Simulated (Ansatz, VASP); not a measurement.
# Co in VASP and in Ansatz

INCAR

```
PREC = Accurate
ENCUT = 520
EDIFF = 1E-6
ISMEAR = -1
SIGMA = 0.1
LREAL = F
LASPH = T
NELM = 60
ALGO = Normal
ISIF = 2
LWAVE = F
LCHARG = T
GGA = CA
LELF = T
LVHAR = T
NBANDS = 16
```

The input KPOINTS:

```
Automatic mesh
0
Gamma
  13 13 13
```

File POSCAR:

```
Co
1.0
    0.0000000000      2.2969432808      2.2969432808
    2.2969432808      0.0000000000      2.2969432808
    2.2969432808      2.2969432808      0.0000000000
Co
2
Direct
    0.1250000000      0.1250000000      0.1250000000
    0.8750000000      0.8750000000      0.8750000000
```

Input for Ansatz:

```yaml
crystal:
  lattice:
    - [0.0, 2.2969432808, 2.2969432808]
    - [2.2969432808, 0.0, 2.2969432808]
    - [2.2969432808, 2.2969432808, 0.0]
  atoms:
    - { symbol: Co, position: [0.125, 0.125, 0.125] }
    - { symbol: Co, position: [0.875, 0.875, 0.875] }
hamiltonian:
  xc: lda
  pseudopotentials:
    kind: paw
    azcp:
      Co: "pseudopotentials/Co.paw.azcp"
basis:
  ecutwfc: 420
  fft_grid_basis: typed
kpoints:
  mp_grid: { grid: [13, 13, 13], shift: [0, 0, 0] }
magnetization:
  spin_polarized: false
scf:
  occupations: { method: fermi_dirac, width: 0.1 }
  lower_state_search: "off"
output:
  stress: true
```

Alike in both runs: task single point; functional LDA; k mesh 13 × 13 × 13; occupations fermi-dirac, width 0.1 eV; no spin polarisation.

|  | VASP | Ansatz |
| --- | --- | --- |
| version | VASP 6.6.1 | Ansatz 0.2.0 |
| potentials or method | VASP PAW LDA potentials, release 64 (Co) | plane waves (420 eV) with PAW, scalar-relativistic |
| plane-wave cutoff (eV) | 520 | 420 |
| valence electrons in the cell | 18 | 34 |

VASP gave:

```
pressure (GPa) : 24.2
```

Task: Which values does Ansatz return?

Result: Pressure (GPa): 28.3.

The two sets of potentials don't hold the same shells in valence. Ansatz warned: «pseudo_functional_mismatch».

Caveats: so large a pressure means that the cell lies far from this level's equilibrium, or that cutoff or potentials fall short (VASP); the run has no spin polarisation, though such a crystal can be magnetic. Spin polarisation is off, so any magnetic state and its effect on volume and gap are missing.
